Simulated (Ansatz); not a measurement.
# Strain and the gap of KF (NiAs type)

KF built on the NiAs prototype, relaxed with r2SCAN in Ansatz. Space group P6_3/mmc (No. 194), hexagonal; conventional cell a = 3.660 Å, c = 6.479 Å, 18.79 Å³ an atom. K is surrounded by 6 F at 2.66 Å; F is surrounded by 6 K at 2.66 Å.

The axes x, y and z are those of this cell:
```xyz
4
Lattice="3.6599 0.0000 0.0000 -1.8300 3.1696 0.0000 0.0000 0.0000 6.4788" Properties=species:S:1:pos:R:3 pbc="T T T"
K     0.0000    0.0000    0.0000
K     0.0000    0.0000    3.2394
F     0.0000    2.1131    1.6197
F     1.8300    1.0565    4.8591
```

Unstrained: PBE gives a direct gap of 6.204 eV at Γ. r2SCAN gives a direct gap of 6.866 eV at Γ. HSE06 gives a direct gap of 8.207 eV at Γ. Meshes: PBE 12×12×4, r2SCAN 12×12×4, HSE06 6×6×4. Strains are changes of length per length, and xy shears are angles. After each strain the atoms were relaxed again with r2SCAN within the symmetry that the strain leaves, so tilts or polar shifts that break it weren't tested; points keep the names that they have in the unstrained zone. All values are calculated for a non-magnetic cell, which may be hypothetical.

Changes of the least gap in eV (an overlap counts as a negative gap):
```
                                      strain  volume change (%)  space group     PBE  r2SCAN   HSE06  energy rise, r2SCAN (meV/atom)
xy shear, engineering strain (angle) +1.03 %                0.0       P2_1/m  -0.007  -0.006  -0.006                             0.1
          biaxial -3.34 % in x and y, z held               -6.6     P6_3/mmc  +0.304  +0.316  +0.334                            11.1
```

Xy shear, engineering strain (angle) +1.03 %. HSE06: the gap goes from 8.207 to 8.201 eV (-0.006 eV). Stress change with r2SCAN, compression positive: xx 0.00, yy 0.00, zz 0.00, xy -0.14 GPa.

Biaxial -3.34 % in x and y, z held. HSE06: the gap goes from 8.207 to 8.541 eV (+0.334 eV). Stress change with r2SCAN, compression positive: xx +3.01, yy +3.01, zz +1.78 GPa.

The meshes of the hybrids are coarse, so their gaps aren't converged to the digits shown.
